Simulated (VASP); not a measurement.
Here is a VASP 6.6.1 calculation.

Contents of POSCAR:

```
BN
1.0
    0.0000000000      1.8075000000      1.8075000000
    1.8075000000      0.0000000000      1.8075000000
    1.8075000000      1.8075000000      0.0000000000
B N
1 1
Direct
    0.0000000000      0.0000000000      0.0000000000
    0.2500000000      0.2500000000      0.2500000000
```

INCAR.step1

```
PREC     = Accurate       # precision mode
ENCUT    = 520            # plane-wave cutoff, eV
ISMEAR   = 0              # smearing method
SIGMA    = 0.01           # smearing width, eV
LREAL    = F              # projectors in reciprocal space
LASPH    = T              # aspherical terms in the spheres
NELM     = 80             # most SCF steps
NBANDS   = 11             # bands
GGA      = PE             # functional
ALGO     = Normal         # electronic algorithm
EDIFF    = 1E-4           # SCF threshold, eV
LWAVE    = T              # write WAVECAR
LCHARG   = F              # write CHGCAR
```

INCAR.step2

```
PREC     = Accurate       # precision mode
ENCUT    = 520            # plane-wave cutoff, eV
EDIFF    = 1E-7           # SCF threshold, eV
ISMEAR   = 0              # smearing method
SIGMA    = 0.01           # smearing width, eV
LREAL    = F              # projectors in reciprocal space
LASPH    = T              # aspherical terms in the spheres
NELM     = 80             # most SCF steps
ALGO     = Normal         # electronic algorithm
ISIF     = 2              # what is computed and relaxed
LWAVE    = F              # write WAVECAR
LCHARG   = F              # write CHGCAR
METAGGA  = R2SCAN         # meta-GGA
LMIXTAU  = T            
NBANDS   = 11             # bands
ISTART   = 1
```

KPOINTS

```
Automatic mesh
0
Gamma
  10 10 10
```

Potentials or basis: VASP PAW PBE potentials, release 64 (B, N).

Run with:

```console
$ cat potpaw_PBE.64/B/POTCAR potpaw_PBE.64/N/POTCAR > POTCAR
$ cp INCAR.step1 INCAR
$ mpirun -np 1 vasp_std > vasp.out
$ cp INCAR.step2 INCAR
$ mpirun -np 1 vasp_std > vasp.out
```

Problem. Estimate the pressure.

Solution. -0.6 GPa.

Problem. Predict the band gap on the k mesh.

Solution. 4.98 eV, indirect (least direct gap 9.53 eV).

Caveat: the PAW data sets were made with another functional, which shifts forces and pressure a little.

**What was measured.**

A printed reference work, monograph reports, for a bulk crystal of BN at 300 K: band gap 6.4 eV (indirect).

Measured gap of BN: 6.4 eV (indirect; 300 K; a printed reference work, monograph). This calculation gives 4.98 eV (-1.42 eV). The value is that of r2SCAN on a finite k mesh, which can miss the band edges, without temperature or zero-point motion.
